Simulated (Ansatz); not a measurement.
## SrO (NiAs type): zone-centre phonons and dielectric response

Perturbation theory with PBEsol in Ansatz 0.2.0 on the PBEsol cell, ground state and force constants on a 9×9×4 mesh. These are computed values for a spin-unpolarised cell that may be hypothetical; none is a measurement.

It is hexagonal, P6_3/mmc (No. 194); conventional cell a = 3.537 Å, c = 6.213 Å, 16.83 Å³ an atom. Sr is surrounded by 6 O at 2.57 Å; O is surrounded by 6 Sr at 2.57 Å.

```
CELL_PARAMETERS angstrom
3.53673 0.00000 0.00000
-1.76837 3.06290 0.00000
0.00000 0.00000 6.21331
ATOMIC_POSITIONS crystal
Sr 0.00000 0.00000 0.00000
Sr 0.00000 0.00000 0.50000
O 0.33333 0.66667 0.25000
O 0.66667 0.33333 0.75000
```

Optical modes without the longitudinal term:
```json
{"ω (cm⁻¹)": "31", "degeneracy": "2", "IR intensity, summed over the level ((D/Å)²/amu)": "0.00"}
{"ω (cm⁻¹)": "198", "degeneracy": "2", "IR intensity, summed over the level ((D/Å)²/amu)": "40.31"}
{"ω (cm⁻¹)": "199", "degeneracy": "1", "IR intensity, summed over the level ((D/Å)²/amu)": "22.30"}
{"ω (cm⁻¹)": "244", "degeneracy": "1", "IR intensity, summed over the level ((D/Å)²/amu)": "0.00"}
{"ω (cm⁻¹)": "259", "degeneracy": "2", "IR intensity, summed over the level ((D/Å)²/amu)": "0.00"}
{"ω (cm⁻¹)": "428", "degeneracy": "1", "IR intensity, summed over the level ((D/Å)²/amu)": "0.00"}
```

The zone-centre optical frequencies run from 31 to 428 cm⁻¹, none imaginary (the rest of the zone wasn't tested). With the long-range field the highest mode reaches 464 cm⁻¹. Of the real levels 2 are infrared active, the strongest at 198 cm⁻¹.

The clamped-ion dielectric constant comes out as 3.85 along x and y, 4.01 along z. With the ions relaxed, ε⁰ is 20.2 along x and y, 21.9 along z. Born charges, averaged over directions: Sr +2.47, O -2.47 e.

For comparison, on the r2SCAN cell the mean ε∞ is 3.55 with r2SCAN (ground state on 9×9×4; least gap 3.98 eV), 3.83 with PBE (ground state on 9×9×4; least gap 3.44 eV).
